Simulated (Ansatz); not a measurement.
## La: single point with PBE

La:

```xyz
4
Lattice="3.7700 0.0000 0.0000 -1.8850 3.2649 0.0000 0.0000 0.0000 12.1590" Properties=species:S:1:pos:R:3 pbc="T T T"
La    1.8477    1.0427    3.0127
La   -0.0151    2.1959    9.1128
La    0.0257    0.0198    6.0678
La    0.0031    0.0583   -0.0257
```

The cell isn't the ideal one: atoms moved at random, drawn with an rms of 0.05 Å.

```yaml
Program: Ansatz 0.2.0
Task: single point
Functional: PBE
Potentials_or_basis: Ansatz PAW
Cutoff: "420 eV (not typed: the program's choice for these potentials)"
k_mesh: 8 × 8 × 3
Occupations: fermi-dirac, width 0.05 eV
Spin: no spin polarisation
```

| Quantity | Value |
| --- | --- |
| Pressure | -0.2 GPa |
| Largest force | 0.049 eV/Å |
| Band gap on the k mesh | none (metal or under the smearing width) |

Forces in eV/Å, atoms in the order of the input:
```
La   0.021  0.039  0.021
La   0.009  0.001 -0.026
La  -0.021 -0.010 -0.016
La  -0.009 -0.030  0.022
```

Stress tensor (GPa, compression positive):
```
-0.15  0.02  0.00
 0.02 -0.25  0.00
 0.00  0.00 -0.26
```

Levels at points of the mesh, in eV from the Fermi level:
| k point | band 19 | band 20 | band 21 | band 22 | band 23 | band 24 | band 25 | band 26 |
| --- | --- | --- | --- | --- | --- | --- | --- | --- |
| (0.00, 0.00, 0.00) | -1.90 | -1.75 | 0.47 | 0.60 | 1.20 | 1.21 | 1.24 | 1.25 |
| (0.00, -0.50, 0.00) | -1.54 | -1.07 | -0.69 | -0.31 | -0.23 | 0.45 | 0.90 | 1.18 |
| (-0.50, 0.00, 0.00) | -1.52 | -1.07 | -0.65 | -0.29 | -0.20 | 0.40 | 0.90 | 1.20 |
| (-0.50, -0.50, 0.00) | -1.53 | -1.07 | -0.66 | -0.30 | -0.20 | 0.40 | 0.90 | 1.20 |

Run time: 25 s on 2 threads of Intel(R) Xeon(R) Processor @ 2.70GHz, with other jobs on the host, peak memory 0.6 GiB.

The run has no spin-orbit coupling, so splittings on La are missing.
